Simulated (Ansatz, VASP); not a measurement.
## Two plane-wave programs on ZrC2

```
CELL_PARAMETERS angstrom
3.21475 0.00000 0.00000
0.00000 3.21475 0.00000
0.00000 0.00000 6.38473
ATOMIC_POSITIONS crystal
Zr 0.00000 0.50000 0.71023
Zr 0.50000 0.00000 0.28977
C 0.00000 0.50000 0.34263
C 0.50000 0.00000 0.65737
C 0.00000 0.00000 0.00000
C 0.50000 0.50000 0.00000
```

Change from the starting cell: species swapped into the ErTe2 type (P4/nmm, No. 129).

Alike in both runs: task relaxation of cell and atoms; functional PBE; k mesh 12 × 12 × 6; occupations gaussian, width 0.1 eV; no spin polarisation.

```csv
,VASP,Ansatz
version,VASP 6.6.1,Ansatz 0.2.0
potentials or method,"VASP PAW PBE potentials, release 64 (Zr_sv, C)","scalar-relativistic, plane waves, PAW"
plane-wave cutoff (eV),600,420
valence electrons in the cell,40,40
```

|  | VASP | Ansatz | Ansatz less VASP |
| --- | --- | --- | --- |
| gap on the k mesh at the Fermi level, each at its own relaxed structure (eV) | none | none | - |
| relaxed volume (Å³/atom) | 11.02 | 11.00 | -0.013 |
| relaxed cell length with the largest relative difference (Å) | 3.206 | 3.204 | -0.0018 |

A gap of «none» marks a metal or a gap that the smearing closes.
